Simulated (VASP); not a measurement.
Wanted: the native input for a VASP 6.6.1 run.

```
Task                   : electrostatic potential
Functional             : revPBE
Dispersion             : D3(BJ)
Potentials or basis    : VASP PAW PBE potentials, release 64 (Cu)
Cutoff                 : 520 eV
k mesh                 : 20 × 20 × 20
Occupations            : methfessel-paxton, width 0.1 eV
Spin                   : no spin polarisation
Further INCAR settings : ALGO = Fast; EDIFF = 1e-07
```

The structure of Cu lies in POSCAR:

```
Cu                                      
1.0
    0.0000000000      1.7672023685      1.7672023685
    1.7672023685     -0.0000000000      1.7672023685
    1.7672023685      1.7672023685     -0.0000000000
  Cu            
     1
Direct
     0.0000000000000000    1.0000000000000000    1.0000000000000000
```

The cell was built by a generator and needn't be a form met in nature.

These files were run (other wordings do the same):

INCAR

```
SYSTEM = Cu
  ALGO = Fast
  EDIFF = 1E-7
  ENCUT = 520
  GGA = RE
  ISIF = 2
  ISMEAR = 1
  IVDW = 12
  LASPH = .True.
  LCHARG = .True.
  LREAL = .False.
  LVHAR = .True.
  LWAVE = .False.
  NELM = 60
  PREC = Accurate
  SIGMA = 0.1
```

KPOINTS

```
k-points
0
Gamma
  20 20 20
  0 0 0
```

Potentials or basis: VASP PAW PBE potentials, release 64 (Cu).

Run with:

```console
$ cat potpaw_PBE.64/Cu/POTCAR > POTCAR
$ mpirun -np 1 vasp_std > vasp.out
```

Results of the run:

| Item | Value |
| --- | --- |
| Pressure | 0.1 GPa |
| Band gap on the k mesh | none (metal or under the smearing width) |
| Dispersion energy per atom | -1.208 eV |

Caveat: the PAW data sets were made with another functional, which shifts forces and pressure a little; pairwise dispersion overbinds metals, which lowers pressure and volume.

Wall time 24 s on 1 thread of Intel(R) Xeon(R) Platinum 8375C CPU @ 2.90GHz (Ice Lake), on a shared host, peak memory 0.15 GiB.
